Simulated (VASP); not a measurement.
# ZnO: electric field gradients, by potentials

ZnO, P6_3mc (no. 186), 4 atoms in the cell.

| Potentials | Vzz of the first element (V/Å²) | Vzz of the second element (V/Å²) | Time (s) |
|---|---|---|---|
| Zn, O | 0.85 | -1.86 | 50 |
| Zn_GW, O_GW | 0.83 | -1.83 | 51 |
| Zn_sv_GW, O_GW | 0.83 | -1.80 | 75 |
| Zn, O_h | 0.84 | -1.86 | 43 |

## Input of the first row

INCAR:
```
GGA = PE
PREC = Accurate
ENCUT = 950
EDIFF = 1E-7
LREAL = F
LASPH = T
ALGO = Normal
NELM = 120
LWAVE = F
LCHARG = F
ISMEAR = 0
SIGMA = 0.02
KPAR = 4
LEFG = T
QUAD_EFG = 150 -25.58
```

KPOINTS:
```
k-points
0
Gamma
  8 8 5
```

POSCAR:
```
ZnO
1.0
    3.2493080000      0.0000000000      0.0000000000
   -1.6246540000      2.8139832727      0.0000000000
    0.0000000000      0.0000000000      5.2057090000
Zn O
2 2
Direct
    0.6666666667      0.3333333333      0.0000000000
    0.3333333333      0.6666666667      0.5000000000
    0.3333333333      0.6666666667      0.8790100000
    0.6666666667      0.3333333333      0.3790100000
```

Commands:
```
cat potpaw_PBE.64/Zn/POTCAR potpaw_PBE.64/O/POTCAR > POTCAR
mpirun -np 4 vasp_std > vasp.out
```

Changes of the last row against the first:
```
- cat potpaw_PBE.64/Zn/POTCAR potpaw_PBE.64/O/POTCAR > POTCAR
+ cat potpaw_PBE.64/Zn/POTCAR potpaw_PBE.64/O_h/POTCAR > POTCAR
```

VASP 6.6.1 took 50 s on 4 cores (Intel Xeon Platinum 8488C (Sapphire Rapids)), a shared host.
